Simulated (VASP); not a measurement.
Runs of VASP 6.6.1 on IrO2. It takes space group P4_2/mnm (No. 136, tetragonal). Conventional cell: a = 4.499 Å, b = 4.499 Å, c = 3.146 Å, α = 90.00°, β = 90.00°, γ = 90.00°. Around Ir (site symmetry mmm) lie 6 O at 1.98 Å. Around O (site symmetry m2m) lie 3 Ir at 1.98 Å. 

```csv
level,spin,U,k mesh,cutoff (eV),grid for exact exchange (PRECFOCK),screening parameter,mesh quality,gap on the mesh (eV),pressure (GPa),moment (μB),largest force (eV/Å)
PBEsol+U,"collinear, antiferromagnetic start",Ir d U = 2 eV,5 × 5 × 7,520,-,-,not flagged,none,-0.7,0.00,0.65
PBEsol+U,"collinear, ferromagnetic start",Ir d U = 2 eV,5 × 5 × 7,520,-,-,not flagged,none,-0.7,0.52,(a)
HSE06,"collinear, antiferromagnetic start",-,3 × 3 × 4,450,Fast,0.2 1/A,coarse,none,-,0.00,0.78
HSE06,"collinear, ferromagnetic start",-,3 × 3 × 4,450,Fast,0.2 1/A,coarse,none,-,(b),0.69
```

Alike in all rows: task single point; potentials or basis VASP PAW PBE potentials, release 64 (Ir, O); cell as given; smearing gaussian 0.05 eV.

**Question.** Estimate the missing entries.

**Answer.** (a) 0.63; (b) 0.17.

Caveats: some runs use coarse meshes; the PAW data sets were made with another functional, which shifts forces and pressure a little; the cutoff is under 1.25 times the usual one of these potentials, so pressure, stress and relaxed cells hold a basis-set (Pulay) error (some runs).

A k mesh can miss the band edges, and the runs leave out spin-orbit coupling on Ir.

A gap of «none» marks a metal or a gap under the smearing width.
